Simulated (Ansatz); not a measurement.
Theory: DFT PBE, scalar-relativistic, plane waves, PAW in Ansatz. Settings: cutoff 420 eV, Γ-centred meshes spaced at most about 0.3 Å⁻¹ (2π included), Gaussian smearing. No spin polarisation.

Temperature and zero-point effects are left out.

Compare these two cells of MoS₂, each relaxed at this level.

A.

```
CELL_PARAMETERS angstrom
1.59259 0.91948 7.43828
-1.59259 0.91948 7.43828
0.00000 -1.83896 7.43828
ATOMIC_POSITIONS crystal
Mo 0.00022 0.00022 0.00022
S 0.59687 0.59687 0.59687
S 0.73691 0.73691 0.73691
```

B.

```
CELL_PARAMETERS angstrom
3.18507 0.00000 0.00000
-1.59253 2.75835 0.00000
0.00000 0.00000 14.80798
ATOMIC_POSITIONS crystal
Mo 0.66667 0.33333 0.25000
Mo 0.33333 0.66667 0.75000
S 0.66667 0.33333 0.64448
S 0.33333 0.66667 0.35552
S 0.66667 0.33333 0.85552
S 0.33333 0.66667 0.14448
```

Problem. Which would you expect to be lower, and how large is the difference?

Solution. They are level within the accuracy (under 1 meV/atom apart). A has the 3R molybdenite type, space group R3m (No. 160), 21.8 Å³/atom and a gap of 1.45 eV on its mesh; B has the 2H molybdenite type, space group P6_3/mmc (No. 194), 21.7 Å³/atom and a gap of 1.45 eV. In A, Mo has 6 S at 2.41 Å; around S on its first site lie 3 Mo at 2.41 Å; S on its second site is surrounded by 3 Mo at 2.41 Å. In B, around Mo lie 6 S at 2.41 Å; around S lie 3 Mo at 2.41 Å. Origin: A, reached from a cell as deposited in COD, among other starts; B, reached from a Materials Project cell. Checks on B: no imaginary mode on a 3×3×1 q mesh.

Weakly bound directions are ill-defined at this level, which has no dispersion term (R3m, P6_3/mmc), and this can change margins and order among such cells. Kohn–Sham gaps at this level usually fall short of measured ones.

The near-degeneracy reflects how little separates the two polytypes: both stack the same trigonal-prismatic MoS₂ layers, with matching Mo–S distances of 2.41 Å. The strong Mo–S bonding lies within each layer, and the prismatic ligand field splits off a mainly d_z² level that the two d electrons of Mo(IV) fill, giving a semiconductor in either stacking. Only the weak S···S contacts between layers differ.

Those contacts are far too loose here. The two-layer repeat of 14.80798 Å in B is much longer than in real 2H crystals, as expected when the attraction between layers is largely missing. This probably also explains why the gap of 1.45 eV lies above the measured indirect gap of the bulk: with the layers apart, the S p_z and Mo d_z² states that mix across the interlayer space split less, and the gap moves towards that of a monolayer. The matching gaps therefore say little about how stacking affects the electronic structure at the true spacing.
